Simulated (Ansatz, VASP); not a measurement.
BaS in VASP and in Ansatz

Contents of INCAR:

```
PREC     = Accurate       # precision mode
ENCUT    = 520            # plane-wave cutoff, eV
EDIFF    = 1E-6           # SCF threshold, eV
ISMEAR   = 0              # smearing method
SIGMA    = 0.05           # smearing width, eV
LREAL    = F              # projectors in reciprocal space
LASPH    = T              # aspherical terms in the spheres
NELM     = 80             # most SCF steps
ALGO     = Normal         # electronic algorithm
ISIF     = 2              # what is computed and relaxed
LWAVE    = F              # write WAVECAR
LCHARG   = F              # write CHGCAR
NBANDS   = 15             # bands
```

Contents of KPOINTS:

```
regular mesh
0
Gamma
  6 6 6
```

Contents of POSCAR:

```
BaS
1.0
    0.0000000000      3.1563264242      3.1563264242
    3.1563264242      0.0000000000      3.1563264242
    3.1563264242      3.1563264242      0.0000000000
Ba S
1 1
Direct
    0.5000000000      0.5000000000      0.5000000000
    0.0000000000      0.0000000000      0.0000000000
```

Input for Ansatz:

```yaml
crystal:
  lattice:
    - [0.0, 3.1563264242, 3.1563264242]
    - [3.1563264242, 0.0, 3.1563264242]
    - [3.1563264242, 3.1563264242, 0.0]
  atoms:
    - { symbol: Ba, position: [0.5, 0.5, 0.5] }
    - { symbol: S, position: [0.0, 0.0, 0.0] }
basis:
  ecutwfc: 420
  ecutrho_ratio: 4
kpoints:
  mp_grid: { grid: [6, 6, 6] }
hamiltonian:
  xc: lda
scf:
  occupations: { method: gaussian, width: 0.05 }
output:
  forces: true
  stress: true
  eigenvalues: true
```

Alike in both runs: task single point; functional LDA; k mesh 6 × 6 × 6; occupations gaussian, width 0.05 eV; no spin polarisation.

|  | VASP | Ansatz |
| --- | --- | --- |
| version | VASP 6.6.1 | Ansatz 0.2.0 |
| potentials or method | VASP PAW LDA potentials, release 64 (Ba_sv, S) | scalar-relativistic, plane waves, PAW |
| plane-wave cutoff (eV) | 520 | 420 |
| valence electrons in the cell | 16 | 16 |

Ansatz gave:

```
gap on the k mesh at the Fermi level (eV) : 1.95
least direct gap on the mesh (eV)         : 2.03
pressure (GPa)                            : -1.0
```

Q: Which values does VASP return?

A: gap on the k mesh at the Fermi level (eV): 1.84; least direct gap on the mesh (eV): 1.95; pressure (GPa): -0.2.

Caveats: spin-orbit coupling is left out, which moves the levels of the heavy elements. A k mesh can miss the band edges. As with any semilocal functional, this LDA gap is likely too small.
